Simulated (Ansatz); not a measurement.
A run of Ansatz 0.2.0 is set up as follows.

Contents of input.yaml:

```yaml
crystal:
  lattice:
    - [2.93800111, 0.0, 0.0]
    - [-1.46900055, 2.5443836, 0.0]
    - [0.0, 0.0, 2.88300221]
  atoms:
    - { symbol: Ta, position: [0.3333333333, 0.6666666667, 0.5] }
    - { symbol: "N", position: [0.0, 0.0, 0.0] }
hamiltonian:
  xc: blyp
  pseudopotentials: { kind: paw }
kpoints:
  mp_grid: { grid: [10, 10, 9] }
scf:
  occupations: { method: fermi_dirac, width: 0.05 }
output:
  forces: true
  stress: true
  eigenvalues: true
relax:
  f_tol: 0.01
  max_steps: 40
  cell: { stress_tol: 0.05 }
```

Potentials or basis: Ansatz PAW.

The run is started by

```sh
$ ansatz run input.yaml --threads 2 --pin off --max-ram 5632MiB --backend cpu --events-out ev --progress --plain --runs-dir out
```

(1) Predict the space group after relaxing (to 0.05 Å).

(2) What does it give for the relaxed cell?

(3) Estimate the band gap on the k mesh.

(4) What does it give for the relaxed volume?

Answers

(1) P-6m2 (No. 187).

(2) a = 2.983 Å, b = 2.983 Å, c = 2.928 Å, α = 90.00°, β = 90.00°, γ = 120.00°.

(3) none (metal or under the smearing width).

(4) 11.29 Å³/atom.

Caveat: the pressure holds a Pulay correction of +0.5 GPa for the finite cutoff; the PAW data sets come from PBE, with cores solved anew for the run's functional, which leaves a small shift of forces and pressure.
